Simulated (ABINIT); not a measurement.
# GaN (P6_3mc): G0W0 in ABINIT against the bands in the self-energy

How does the gap of GaN (P6_3mc) converge in the bands in the self-energy?

Method: PBE and many-body steps on it, plane waves, in ABINIT 10.8.3.

The database entry behind the starting cell differs from later determinations by our own check (about 0.3 % short, ideal inner coordinate), so it need not match the best structure at ambient conditions.

## Step 1: The structure

Symmetry: P6_3mc, No. 186, hexagonal system. Conventional cell: a = 3.180 Å, b = 3.180 Å, c = 5.166 Å, α = 90.00°, β = 90.00°, γ = 120.00°. Nearest to Ga lie 4 N at 1.94 to 1.95 Å. N has 4 Ga at 1.94 to 1.95 Å nearest. Farther neighbours and most contacts between anions are not listed.

Structure file:

```cif
data_structure
_symmetry_space_group_name_H-M 'P6_3mc'
_symmetry_Int_Tables_number 186
_cell_length_a 3.1800
_cell_length_b 3.1800
_cell_length_c 5.1660
_cell_angle_alpha 90.000
_cell_angle_beta 90.000
_cell_angle_gamma 120.000
_cell_volume 45.24
loop_
_atom_site_label
_atom_site_type_symbol
_atom_site_symmetry_multiplicity
_atom_site_Wyckoff_symbol
_atom_site_fract_x
_atom_site_fract_y
_atom_site_fract_z
_atom_site_occupancy
Ga1 Ga 2 b 0.33333 0.66667 0.00000 1
N1 N 2 b 0.33333 0.66667 0.37500 1
```

The cell and positions come from the Crystallography Open Database and are kept as given unless a step says otherwise.

## Step 2: Screening, 3×3×2 mesh, 153 bands, screening to 217.7 eV

This step: ABINIT 10.8.3; RPA screening on PBE, plane waves, norm-conserving pseudopotentials.

The RPA dielectric matrix is built and inverted for each q.

Contents of run.abi:

```
acell 3*1.0 Angstrom
rprim 
  3.179999999980 0.000000000005 0.000000000000
  -1.589999999994 2.753960784015 0.000000000000
  0.000000000000 0.000000000000 5.166000000000
ntypat 2
znucl 31 7
natom 4
typat 1 1 2 2
xred 
  0.333333333333 0.666666666667 0.000000000000
  0.666666666667 0.333333333333 0.500000000000
  0.333333333333 0.666666666667 0.375000000000
  0.666666666667 0.333333333333 0.875000000000
pp_dirpath "pseudos"
pseudos "Ga.upf, N.upf"
ecut 36
ngkpt 3 3 2
nshiftk 1
shiftk 0 0 0
kptopt 1
chksymbreak 0
istwfk *1
occopt 1
irdwfk 1
optdriver 3
nband 153
ecuteps 8
inclvkb 2
awtr 1
symchi 1
indata_prefix "in"
outdata_prefix "out"
tmpdata_prefix "tmp"
```

The run is started by

```sh
> OMP_NUM_THREADS=1 mpirun -n 8 abinit run.abi > log
```

The program printed:

```text
.Version 10.8.3 of ABINIT. v10.8.2 released Aug 2026.

 Symmetries : space group P6_3 m c (#186); Bravais hP (primitive hexag.)
[... echo of the input left out ...]
== DATASET  1 ==================================================================
-   mpi_nproc: 8, omp_nthreads: 1 (-1 if OMP is not activated)

--- !DatasetInfo
iteration_state: {dtset: 1, }
dimensions: {natom: 4, nkpt: 6, mband: 153, nsppol: 1, nspinor: 1, nspden: 1, mpw: 3162, }
cutoff_energies: {ecut:  36.0, pawecutdg:  -1.0, }
electrons: {nelect:   3.60000000E+01, charge:   0.00000000E+00, occopt:   1.00000000E+00, tsmear:   1.00000000E-02, }

 SCREENING: Calculation of the susceptibility and dielectric matrices

 Based on a program developped by R.W. Godby, V. Olevano, G. Onida, and L. Reining.
 Incorporated in ABINIT by V. Olevano, G.-M. Rignanese, and M. Torrent.
.Using double precision arithmetic ; gwpc =  8

[... cell and pseudopotentials left out ...]
--------------------------------------------------------------------------------

 ==== K-mesh for the wavefunctions ====
 Number of points in the irreducible wedge :     6
[... list of points left out ...]
 Together with 12 symmetry operations and time-reversal symmetry
 yields    18 points in the full Brillouin Zone.

 ==== Q-mesh for the screening function ====
 Number of points in the irreducible wedge :     6
[... list of points left out ...]
 Together with 12 symmetry operations and time-reversal symmetry
 yields    18 points in the full Brillouin Zone.

 setmesh: FFT mesh size selected  =    24x   24x   40
          total number of points  =        23040

 vcoul_init : cutoff-mode = AUXILIARY_FUNCTION
 q-points for optical limit:   1
     1)      0.000010    0.000020    0.000030

- screening: taking advantage of time-reversal symmetry
- Maximum band index for partially occupied states nbvw = 18
- Remaining bands to be divided among processors   nbcw = 135
- Number of bands treated by each node ~16

 Number of electrons calculated from density =   36.0000; Expected =   36.0000
 average of density, n =  0.117914
 r_s =    1.2651
 omega_plasma =   33.1237 [eV]

 calculating chi0 at frequencies [eV] :
  1    0.000000E+00    0.000000E+00
  2    0.000000E+00    3.312371E+01

--------------------------------------------------------------------------------
  q-point number  1        q = ( 0.000000, 0.000000, 0.000000) [r.l.u.]
--------------------------------------------------------------------------------
[... chi0 elements left out ...]
 For q-point:  0.000010 0.000020 0.000030
  dielectric constant =   9.2608
  dielectric constant without local fields =  10.0121

  Average fulfillment of the sum rule on Im[epsilon] for q-point    1 :     73.73  [%]
[... wings left out ...]
  q-point number  2        q = ( 0.333333, 0.000000, 0.000000) [r.l.u.]
--------------------------------------------------------------------------------
[... chi0 elements left out ...]
  Average fulfillment of the sum rule on Im[epsilon] for q-point    2 :     80.93  [%]

 [... 4 further q-points ...]
```

Wall time 24 s (8 MPI ranks of Intel Xeon Platinum 8488C (Sapphire Rapids), shared host); peak memory 1.4 GiB.

This step gave:

```
ε∞ with local fields, on this mesh, along the program's q direction : 9.261
the same without local fields                                       : 10.01
plasma frequency                                                    : 33.12 eV
plane waves in the screening matrix                                 : 313
```

Local fields lower ε∞ by 8 %. On a Γ-centred mesh this coarse the value itself is usually too large, while a short band sum pulls it down.

## Step 3: 26 bands

This step: G0W0 on PBE, plane waves, norm-conserving pseudopotentials.

run.abi, as its differences from that of step 2:

```diff
@@ -25,8 +25,15 @@
 irdwfk 1
-optdriver 3
-nband 153
+optdriver 4
+nband 26
+gwcalctyp 0
+ecutsigx 36
+symsigma 1
+nkptgw 1
+kptgw 
+  0.0000000000 0.0000000000 0.0000000000
+bdgw 
+  17 20
 ecuteps 8
-inclvkb 2
-awtr 1
-symchi 1
+irdscr 1
+ppmodel 1
 indata_prefix "in"
```

The program printed:

```text
.Version 10.8.3 of ABINIT. v10.8.2 released Aug 2026.

 Symmetries : space group P6_3 m c (#186); Bravais hP (primitive hexag.)
[... echo of the input left out ...]
== DATASET  1 ==================================================================
-   mpi_nproc: 8, omp_nthreads: 1 (-1 if OMP is not activated)

--- !DatasetInfo
iteration_state: {dtset: 1, }
dimensions: {natom: 4, nkpt: 6, mband: 26, nsppol: 1, nspinor: 1, nspden: 1, mpw: 3162, }
cutoff_energies: {ecut:  36.0, pawecutdg:  -1.0, }
electrons: {nelect:   3.60000000E+01, charge:   0.00000000E+00, occopt:   1.00000000E+00, tsmear:   1.00000000E-02, }

 SIGMA: Calculation of the GW corrections

 Based on a program developped by R.W. Godby, V. Olevano, G. Onida, and L. Reining.
 Incorporated in ABINIT by V. Olevano, G.-M. Rignanese, and M. Torrent.
.Using double precision arithmetic ; gwpc =  8

[... cell and pseudopotentials left out ...]
--------------------------------------------------------------------------------

 ==== K-mesh for the wavefunctions ====
 Number of points in the irreducible wedge :     6
[... list of points left out ...]
 Together with 12 symmetry operations and time-reversal symmetry
 yields    18 points in the full Brillouin Zone.

 ==== Q-mesh for screening function ====
 Number of points in the irreducible wedge :     6
[... list of points left out ...]
 Together with 12 symmetry operations and time-reversal symmetry
 yields    18 points in the full Brillouin Zone.

 vcoul_init : cutoff-mode = AUXILIARY_FUNCTION
 q-points for optical limit:   1
     1)      0.000010    0.000020    0.000030
 setmesh: FFT mesh size selected  =    30x   30x   54
          total number of points  =        48600

 Number of electrons calculated from density =   36.0000; Expected =   36.0000
 average of density, n =  0.117914
 r_s =    1.2651
 omega_plasma =   33.1237 [eV]

 === KS Band Gaps ===
  >>>> For spin  1
   Minimum direct gap =   2.0056 [eV], located at k-point      :   0.0000  0.0000  0.0000
   Fundamental gap    =   2.0056 [eV], Top of valence bands at :   0.0000  0.0000  0.0000
                                       Bottom of conduction at :   0.0000  0.0000  0.0000
 SIGMA fundamental parameters:
 PLASMON POLE MODEL  1
 number of plane-waves for SigmaX                 3153
 number of plane-waves for SigmaC and W            313
 number of plane-waves for wavefunctions          3153
 number of bands                                    26
 number of independent spin polarizations            1
 number of spinorial components                      1
 number of k-points in IBZ                           6
 number of q-points in IBZ                           6
 number of symmetry operations                      12
 number of k-points in BZ                           18
 number of q-points in BZ                           18
 number of frequencies for dSigma/dE                 9
 frequency step for dSigma/dE [eV]                0.25
 number of omega for Sigma on real axis              0
 max omega for Sigma on real axis  [eV]           0.00
 zcut for avoiding poles [eV]                     0.10

 EPSILON^-1 parameters (SCR file):
 dimension of the eps^-1 matrix on file            313
 dimension of the eps^-1 matrix used               313
 number of plane-waves for wavefunctions          3153
 number of bands                                   153
 number of q-points in IBZ                           6
 number of frequencies                               2
 number of real frequencies                          1
 number of imag frequencies                          1

 matrix elements of self-energy operator (all in [eV])

 Perturbative Calculation

--- !SelfEnergy_ee
iteration_state: {dtset: 1, }
kpoint     : [   0.000,    0.000,    0.000, ]
spin       : 1
KS_gap     :    2.006
QP_gap     :    2.029
Delta_QP_KS:    0.023
data: !SigmaeeData |
     Band     E0 <VxcDFT>   SigX SigC(E0)      Z dSigC/dE  Sig(E)    E-E0       E
       17   5.475 -18.443 -21.421   4.873   0.811  -0.234 -16.907   1.536   7.011
       18   5.475 -18.443 -21.421   4.873   0.811  -0.234 -16.907   1.536   7.011
       19   7.481 -13.937  -9.460  -2.604   0.833  -0.201 -12.378   1.559   9.040
       20   9.813 -13.383  -8.295  -2.806   0.848  -0.179 -11.448   1.935  11.748

== END DATASET(S) ==============================================================
================================================================================

 -outvars: echo values of variables after computation  --------
           etotal      0.0000000000E+00
            nband          26
             nkpt           6
          spgroup         186
 [... the other variables as echoed above ...]

 Calculation completed.
```

It took 4.7 s on 8 MPI ranks; peak memory 0.4 GiB.

This step gave:

* G0W0 gap on the points computed: 2.029 eV
* starting gap on the mesh: 2.006 eV
* k of the valence top: 0, 0, 0
* k of the conduction bottom: 0, 0, 0
* Z at the valence top: 0.811
* Z at the conduction bottom: 0.833
* least direct G0W0 gap on the computed points: 2.029 eV

## Step 4: 30 bands

run.abi, as its differences from that of step 3:

```diff
@@ -26,3 +26,3 @@
 optdriver 4
-nband 26
+nband 30
 gwcalctyp 0
```

The program printed:

```text
.Version 10.8.3 of ABINIT. v10.8.2 released Aug 2026.

 Symmetries : space group P6_3 m c (#186); Bravais hP (primitive hexag.)
[... echo of the input left out ...]
== DATASET  1 ==================================================================
-   mpi_nproc: 8, omp_nthreads: 1 (-1 if OMP is not activated)

--- !DatasetInfo
iteration_state: {dtset: 1, }
dimensions: {natom: 4, nkpt: 6, mband: 30, nsppol: 1, nspinor: 1, nspden: 1, mpw: 3162, }
cutoff_energies: {ecut:  36.0, pawecutdg:  -1.0, }
electrons: {nelect:   3.60000000E+01, charge:   0.00000000E+00, occopt:   1.00000000E+00, tsmear:   1.00000000E-02, }

 SIGMA: Calculation of the GW corrections

 Based on a program developped by R.W. Godby, V. Olevano, G. Onida, and L. Reining.
 Incorporated in ABINIT by V. Olevano, G.-M. Rignanese, and M. Torrent.
.Using double precision arithmetic ; gwpc =  8

[... cell and pseudopotentials left out ...]
--------------------------------------------------------------------------------

 ==== K-mesh for the wavefunctions ====
 Number of points in the irreducible wedge :     6
[... list of points left out ...]
 Together with 12 symmetry operations and time-reversal symmetry
 yields    18 points in the full Brillouin Zone.

 ==== Q-mesh for screening function ====
 Number of points in the irreducible wedge :     6
[... list of points left out ...]
 Together with 12 symmetry operations and time-reversal symmetry
 yields    18 points in the full Brillouin Zone.

 vcoul_init : cutoff-mode = AUXILIARY_FUNCTION
 q-points for optical limit:   1
     1)      0.000010    0.000020    0.000030
 setmesh: FFT mesh size selected  =    30x   30x   54
          total number of points  =        48600

 Number of electrons calculated from density =   36.0000; Expected =   36.0000
[...]
number of k-points in IBZ                           6
 number of q-points in IBZ                           6
 number of symmetry operations                      12
 number of k-points in BZ                           18
 number of q-points in BZ                           18
 number of frequencies for dSigma/dE                 9
 frequency step for dSigma/dE [eV]                0.25
 number of omega for Sigma on real axis              0
 max omega for Sigma on real axis  [eV]           0.00
 zcut for avoiding poles [eV]                     0.10

 EPSILON^-1 parameters (SCR file):
 dimension of the eps^-1 matrix on file            313
 dimension of the eps^-1 matrix used               313
 number of plane-waves for wavefunctions          3153
 number of bands                                   153
 number of q-points in IBZ                           6
 number of frequencies                               2
 number of real frequencies                          1
 number of imag frequencies                          1

 matrix elements of self-energy operator (all in [eV])

 Perturbative Calculation

--- !SelfEnergy_ee
iteration_state: {dtset: 1, }
kpoint     : [   0.000,    0.000,    0.000, ]
spin       : 1
KS_gap     :    2.006
QP_gap     :    1.985
Delta_QP_KS:   -0.021
data: !SigmaeeData |
     Band     E0 <VxcDFT>   SigX SigC(E0)      Z dSigC/dE  Sig(E)    E-E0       E
       17   5.475 -18.443 -21.421   4.621   0.807  -0.239 -17.117   1.326   6.801
       18   5.475 -18.443 -21.421   4.621   0.807  -0.239 -17.117   1.326   6.801
       19   7.481 -13.937  -9.460  -2.901   0.828  -0.207 -12.632   1.305   8.786
       20   9.813 -13.383  -8.295  -3.275   0.841  -0.190 -11.859   1.524  11.337

== END DATASET(S) ==============================================================
================================================================================

 -outvars: echo values of variables after computation  --------
           etotal      0.0000000000E+00
            nband          30
             nkpt           6
          spgroup         186
 [... the other variables as echoed above ...]

 Calculation completed.
```

Run time: 4.2 s. Hardware: 8 MPI ranks; peak memory 0.67 GiB; 29 s of CPU time.

This step gave:

- G0W0 gap on the points computed: 1.985 eV
- starting gap on the mesh: 2.006 eV
- k of the valence top: 0, 0, 0
- k of the conduction bottom: 0, 0, 0
- Z at the valence top: 0.807
- Z at the conduction bottom: 0.828
- least direct G0W0 gap on the computed points: 1.985 eV

(Part 1 of 2 ends here.)

[Paths, hosts, dates, memory and timing lines, banners, echoed tables and standing remarks are left out of the program output.]

[Logs are printed without paths, hosts, clocks, repeated set-up lines and the standing remarks that a program may print on its own settings, such as how far it seeks lower states.]

[Runs of the session that timed out or met a known fault of the program may be left out.]

[Hosts, paths, dates, database ids (printed as entryN), source tags and the programs' standing remarks are cut or masked in the printed files.]

[G0W0 gaps are taken among the corrected bands and points alone; a level outside them can change the order at an edge.]

[Where Ansatz stands beside ABINIT at settings called matched, ABINIT's density can come from a denser mesh and the files from another edition; pairs whose starting gaps differed by over 0.03 eV were left out, so agreement reads better than it is.]
